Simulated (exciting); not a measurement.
# Ta (Im-3m) in exciting: notebook, part 2 of 2

exciting (release sodium). The steps go on from the part before.

### 3 Band structure, LDA

input.xml reads:

```xml
<input>
  <title>Ta</title>
  <structure speciespath="./" tshift="false">
    <crystal scale="1">
      <basevect>-3.120466955072 3.120466955072 3.120466955072</basevect>
      <basevect>3.120466955072 -3.120466955072 3.120466955072</basevect>
      <basevect>3.120466955072 3.120466955072 -3.120466955072</basevect>
    </crystal>
    <species speciesfile="Ta.xml" rmt="2.3">
      <atom coord="0.000000000000 0.000000000000 0.000000000000"/>
    </species>
  </structure>
  <groundstate do="fromscratch" ngridk="11 11 11" rgkmax="9" gmaxvr="14" lmaxapw="10" lmaxmat="10" lmaxvr="8" xctype="LDA_PW" stype="Fermi Dirac" swidth="0.00183747" nempty="12" ValenceRelativity="iora*" epsengy="1e-05" epspot="1e-05" maxscl="60" outputlevel="normal"/>
  <properties>
    <bandstructure>
      <plot1d>
        <path steps="80">
          <point coord="0 0 0" label="G"/>
          <point coord="0.5 -0.5 0.5" label="H"/>
          <point coord="0 0 0.5" label="N"/>
          <point coord="0 0 0" label="G"/>
          <point coord="0.25 0.25 0.25" label="P"/>
          <point coord="0.5 -0.5 0.5" label="H" breakafter="true"/>
          <point coord="0.25 0.25 0.25" label="P"/>
          <point coord="0 0 0.5" label="N"/>
        </path>
      </plot1d>
    </bandstructure>
    <chargedensityplot>
      <plot3d>
        <box grid="15 15 15">
          <origin coord="0 0 0"/>
          <point coord="1 0 0"/>
          <point coord="0 1 0"/>
          <point coord="0 0 1"/>
        </box>
      </plot3d>
    </chargedensityplot>
    <elfplot>
      <plot3d>
        <box grid="15 15 15">
          <origin coord="0 0 0"/>
          <point coord="1 0 0"/>
          <point coord="0 1 0"/>
          <point coord="0 0 1"/>
        </box>
      </plot3d>
    </elfplot>
    <exccplot>
      <plot3d>
        <box grid="15 15 15">
          <origin coord="0 0 0"/>
          <point coord="1 0 0"/>
          <point coord="0 1 0"/>
          <point coord="0 0 1"/>
        </box>
      </plot3d>
    </exccplot>
  </properties>
</input>
```

Potentials or basis: all-electron LAPW+lo, shipped species files, valence relativity iora*.

Started as:

```
OMP_NUM_THREADS=1 exciting_smp
```

INFO.OUT:

```text
================================================================================
EXCITING SODIUM started
[... 10 lines left out ...]

 Lattice vectors (cartesian) :
     -3.1204669551      3.1204669551      3.1204669551
      3.1204669551     -3.1204669551      3.1204669551
      3.1204669551      3.1204669551     -3.1204669551

 Reciprocal lattice vectors (cartesian) :
     -0.0000000000      1.0067700440      1.0067700440
      1.0067700440     -0.0000000000      1.0067700440
      1.0067700440      1.0067700440     -0.0000000000

 Unit cell volume                           :     121.5398664935
 Brillouin zone volume                      :       2.0408958854

 Species :    1 (Ta)
     parameters loaded from                 :    Ta.xml
     name                                   :    tantalum
     nuclear charge                         :     -73.00000000
     electronic charge                      :      73.00000000
     atomic mass                            :  329847.84330000
     muffin-tin radius                      :       2.30000000
     # of radial points in muffin-tin       :     450

     atomic positions (lattice) :
       1 :   0.00000000  0.00000000  0.00000000

 Total number of atoms per unit cell        :       1

 Spin treatment                             :    spin-unpolarised

 Number of Bravais lattice symmetries       :      48
 Number of crystal symmetries               :      48

 k-point grid                               :      11   11   11
 Total number of k-points                   :      56
 k-point set is reduced with crystal symmetries

 R^MT_min * |G+k|_max (rgkmax)              :       9.00000000
 Species with R^MT_min                      :       1 (Ta)
 Maximum |G+k| for APW functions            :       3.91304348
 Maximum |G| for potential and density      :      14.00000000

 G-vector grid sizes                        :      25    25    25
 Total number of G-vectors                  :    5481

 Maximum angular momentum used for
     APW functions                          :      10
     computing H and O matrix elements      :      10
     potential and density                  :       8
     inner part of muffin-tin               :       2

 Total nuclear charge                       :     -73.00000000
 Total electronic charge                    :      73.00000000
 Total core charge                          :      46.00000000
 Total valence charge                       :      27.00000000

 Number of empty states                     :      12
 Total number of valence states             :      26

 Maximum Hamiltonian size                   :     162
 Maximum number of plane-waves              :     135
 Total number of local-orbitals             :      27

 Exchange-correlation type                  :       3
     Perdew-Wang, Phys. Rev. B 45, 13244 (1992)

 Smearing scheme                            :    Fermi-Dirac
[... 19 lines left out ...]
+ SCF iteration number :    1                                                  +
++++++++++++++++++++++++++++++++++++++++++++++++++++++++++++++++++++++++++++++++
 Total energy                               :    -15603.67781234
 _______________________________________________________________
 Fermi energy                               :         0.47211065
 Kinetic energy                             :     17534.64161587
 Coulomb energy                             :    -32830.22741626
 Exchange energy                            :      -300.55323156
 Correlation energy                         :        -7.53878040

 DOS at Fermi energy (states/Ha/cell)       :        29.92279898

 Electron charges :
     core                                   :        46.00000000
     core leakage                           :         0.00000957
     valence                                :        27.00000000
     interstitial                           :         2.85603253
     charge in muffin-tin spheres :
                  atom     1    Ta          :        70.14396747
     total charge in muffin-tins            :        70.14396747
     total charge                           :        73.00000000

++++++++++++++++++++++++++++++++++++++++++++++++++++++++++++++++++++++++++++++++
+ SCF iteration number :    2                                                  +
++++++++++++++++++++++++++++++++++++++++++++++++++++++++++++++++++++++++++++++++
 Total energy                               :    -15612.75142169
 _______________________________________________________________
 Fermi energy                               :         0.46885554
 Kinetic energy                             :     17529.66709967
 Coulomb energy                             :    -32834.15345460
 Exchange energy                            :      -300.72310353
 Correlation energy                         :        -7.54196322

 DOS at Fermi energy (states/Ha/cell)       :        24.41060606

 Electron charges :
     core                                   :        46.00000000
     core leakage                           :         0.00000928
     valence                                :        27.00000000
     interstitial                           :         2.80837938
     charge in muffin-tin spheres :
                  atom     1    Ta          :        70.19162062
     total charge in muffin-tins            :        70.19162062
     total charge                           :        73.00000000
[... 244 lines left out ...]
 RMS change in effective potential (target) :  0.150475E-07  ( 0.100000E-04)
 Absolute change in total energy   (target) :  0.874888E-06  ( 0.100000E-04)
 Charge distance                   (target) :  0.481271E-09  ( 0.100000E-04)

++++++++++++++++++++++++++++++++++++++++++++++++++++++++++++++++++++++++++++++++
+ SCF iteration number :   12                                                  +
++++++++++++++++++++++++++++++++++++++++++++++++++++++++++++++++++++++++++++++++
 Total energy                               :    -15616.90565678
 _______________________________________________________________
 Fermi energy                               :         0.46676229
 Kinetic energy                             :     17526.57753461
 Coulomb energy                             :    -32835.15206291
 Exchange energy                            :      -300.78729428
 Correlation energy                         :        -7.54383419

 DOS at Fermi energy (states/Ha/cell)       :        20.70024422

 Electron charges :
     core                                   :        46.00000000
     core leakage                           :         0.00000915
     valence                                :        27.00000000
     interstitial                           :         2.75199498
     charge in muffin-tin spheres :
                  atom     1    Ta          :        70.24800502
     total charge in muffin-tins            :        70.24800502
     total charge                           :        73.00000000

 RMS change in effective potential (target) :  0.179085E-07  ( 0.100000E-04)
 Absolute change in total energy   (target) :  0.623163E-05  ( 0.100000E-04)
 Charge distance                   (target) :  0.252690E-08  ( 0.100000E-04)

++++++++++++++++++++++++++++++++++++++++++++++++++++++++++++++++++++++++++++++++
| Convergency criteria checked for the last 2 iterations                       +
| Convergence targets achieved. Performing final SCF iteration                 +
++++++++++++++++++++++++++++++++++++++++++++++++++++++++++++++++++++++++++++++++
 Total energy                               :    -15616.90565950
 _______________________________________________________________
 Fermi energy                               :         0.46676229
 Kinetic energy                             :     17526.57753300
 Coulomb energy                             :    -32835.15206398
 Exchange energy                            :      -300.78729434
 Correlation energy                         :        -7.54383419

 DOS at Fermi energy (states/Ha/cell)       :        20.70024433

 Electron charges :
     core                                   :        46.00000000
     core leakage                           :         0.00000915
     valence                                :        27.00000000
     interstitial                           :         2.75199497
     charge in muffin-tin spheres :
                  atom     1    Ta          :        70.24800503
     total charge in muffin-tins            :        70.24800503
     total charge                           :        73.00000000

++++++++++++++++++++++++++++++++++++++++++++++++++++++++++++++++++++++++++++++++
[... 12 lines left out ...]
| EXCITING SODIUM stopped                                                      =
================================================================================
```

It took 50 s on 1 thread of Arm Neoverse V1, shared host; peak memory 0.1 GiB.

What came out:

```yaml
Free_energy: -424957.6593 eV
Band_gap_on_the_k_mesh: none (metal or under the smearing width)
All_electrons_inside_the_program's_atomic_spheres: Ta 70.25 (radii Ta 2.3 bohr)
```

Levels at the corners of the path, in eV from the Fermi level:
```
point  band 10  band 11  band 12  band 13  band 14  band 15  band 16  band 17
    Γ   -18.88   -18.82    -7.87     0.67     0.67     0.67     3.92     3.92
    H   -18.86   -18.86    -3.81    -3.81     6.78     6.78     6.78     8.69
    N   -18.87   -18.85    -4.38    -1.58     1.72     3.80     4.82     7.76
    Γ   -18.88   -18.82    -7.87     0.67     0.67     0.67     3.92     3.92
    P   -18.88   -18.88    -1.21    -1.21    -1.21     4.99     4.99     6.96
    H   -18.86   -18.86    -3.81    -3.81     6.78     6.78     6.78     8.69
    P   -18.88   -18.88    -1.21    -1.21    -1.21     4.99     4.99     6.96
    N   -18.87   -18.85    -4.38    -1.58     1.72     3.80     4.82     7.76
```

Caveat: the log's total energy holds no entropy term; the free energy is that total less TS from the occupations; spin-orbit coupling is left out, which moves the levels of the heavy elements.

### 4 Band structure, LDA, spin-orbit coupling, no magnetisation

Changes to input.xml since step 3:

```diff
@@ -12,3 +12,5 @@
   </structure>
-  <groundstate do="fromscratch" ngridk="11 11 11" rgkmax="9" gmaxvr="14" lmaxapw="10" lmaxmat="10" lmaxvr="8" xctype="LDA_PW" stype="Fermi Dirac" swidth="0.00183747" nempty="12" ValenceRelativity="iora*" epsengy="1e-05" epspot="1e-05" maxscl="60" outputlevel="normal"/>
+  <groundstate do="fromscratch" ngridk="8 8 8" rgkmax="9" gmaxvr="14" lmaxapw="10" lmaxmat="10" lmaxvr="8" xctype="LDA_PW" stype="Fermi Dirac" swidth="0.00183747" nempty="20" ValenceRelativity="iora*" epsengy="1e-05" epspot="1e-05" maxscl="60" outputlevel="high">
+    <spin spinorb="true"/>
+  </groundstate>
   <properties>
@@ -28,2 +30,3 @@
     </bandstructure>
+    <dos nwdos="300" winddos="-0.6 0.5" inttype="tetra" ngrdos="100" nsmdos="0"/>
     <chargedensityplot>
```

Started as:

```
OMP_NUM_THREADS=1 exciting_smp
```

Wall time 1.8 min (1 thread of Arm Neoverse V1, shared host); peak memory 0.12 GiB.

The run converged. Its results:

```
Band gap on the k mesh                            : none (metal or under the smearing width)
All electrons inside the program's atomic spheres : Ta 70.26 (radii Ta 2.3 bohr)
```

Levels at the corners of the path, in eV from the Fermi level:
```
point  band 24  band 25  band 26  band 27  band 28  band 29
    Γ    -7.83     0.55     0.55     0.55     0.55     0.97
    H    -3.78    -3.78    -3.78     6.62     6.62     6.62
    N    -4.34    -1.55    -1.55     1.80     1.80     3.82
    Γ    -7.83     0.55     0.55     0.55     0.55     0.97
    P    -1.51    -0.98    -0.98    -0.98    -0.98     5.03
    H    -3.78    -3.78    -3.78     6.62     6.62     6.62
    P    -1.51    -0.98    -0.98    -0.98    -0.98     5.03
    N    -4.34    -1.55    -1.55     1.80     1.80     3.82
```

States per cell in windows of 1 eV (zero at the Fermi level; states under -8 eV left out):
| from (eV) | total |
| --- | --- |
| -8.0 | 0.03 |
| -7.0 | 0.08 |
| -6.0 | 0.15 |
| -5.0 | 0.39 |
| -4.0 | 0.80 |
| -3.0 | 0.74 |
| -2.0 | 1.29 |
| -1.0 | 1.52 |
| 0.0 | 0.80 |
| 1.0 | 0.33 |
| 2.0 | 0.78 |
| 3.0 | 1.16 |
| 4.0 | 1.58 |
| 5.0 | 0.84 |
| 6.0 | 0.38 |
| 7.0 | 0.39 |

Caveat: total energies with spin-orbit coupling aren't reliable in this program, so none is listed and the log's shouldn't be used; the tetrahedron DOS on this energy grid can lose part of the weight of narrow d or f bands.

### 5 Band structure, PBEsol

Changes to input.xml since step 4:

```diff
@@ -12,5 +12,3 @@
   </structure>
-  <groundstate do="fromscratch" ngridk="8 8 8" rgkmax="9" gmaxvr="14" lmaxapw="10" lmaxmat="10" lmaxvr="8" xctype="LDA_PW" stype="Fermi Dirac" swidth="0.00183747" nempty="20" ValenceRelativity="iora*" epsengy="1e-05" epspot="1e-05" maxscl="60" outputlevel="high">
-    <spin spinorb="true"/>
-  </groundstate>
+  <groundstate do="fromscratch" ngridk="11 11 11" rgkmax="9" gmaxvr="14" lmaxapw="10" lmaxmat="10" lmaxvr="8" xctype="GGA_PBE_SOL" stype="Fermi Dirac" swidth="0.00183747" nempty="12" ValenceRelativity="iora*" epsengy="1e-05" epspot="1e-05" maxscl="60" outputlevel="low"/>
   <properties>
@@ -30,3 +28,2 @@
     </bandstructure>
-    <dos nwdos="300" winddos="-0.6 0.5" inttype="tetra" ngrdos="100" nsmdos="0"/>
     <chargedensityplot>
```

Started as:

```
OMP_NUM_THREADS=1 exciting_smp
```

Wall time 49 s (1 thread of Arm Neoverse V1, shared host); peak memory 0.1 GiB.

The run converged. Its results:

```yaml
Free_energy: -425082.0393 eV
Band_gap_on_the_k_mesh: none (metal or under the smearing width)
```

Levels at the corners of the path, in eV from the Fermi level:
```csv
point,band 11,band 12,band 13,band 14,band 15,band 16
Γ,-18.76,-7.91,0.72,0.72,0.72,3.99
H,-18.80,-3.81,-3.81,6.85,6.85,6.85
N,-18.79,-4.38,-1.55,1.63,3.87,4.90
Γ,-18.76,-7.91,0.72,0.72,0.72,3.99
P,-18.82,-1.22,-1.22,-1.22,5.08,5.08
H,-18.80,-3.81,-3.81,6.85,6.85,6.85
P,-18.82,-1.22,-1.22,-1.22,5.08,5.08
N,-18.79,-4.38,-1.55,1.63,3.87,4.90
```

Caveat: the log's total energy holds no entropy term; the free energy is that total less TS from the occupations; spin-orbit coupling is left out, which moves the levels of the heavy elements.

### 6 Summary

```tsv
level	spin	k mesh	outputlevel	nempty	gap on the mesh (eV)
PBE	off	11 × 11 × 11	normal	12	none
LDA	off	11 × 11 × 11	normal	12	none
LDA	SOC, no magnetisation	8 × 8 × 8	high	20	none
PBEsol	off	11 × 11 × 11	low	12	none
```

Alike in all rows: task band structure; potentials or basis all-electron LAPW+lo, shipped species files, valence relativity iora*; cell as given; smearing fermi-dirac 0.05 eV; rgkmax 9.

Every run on the cell as given and a fine mesh finds a metal.

Caveats: the free energy is that total less TS from the occupations (some runs); spin-orbit coupling is left out, which moves the levels of the heavy elements (some runs); the tetrahedron DOS on this energy grid can lose part of the weight of narrow d or f bands (some runs).

Compare energies only between runs with the same functional and basis.
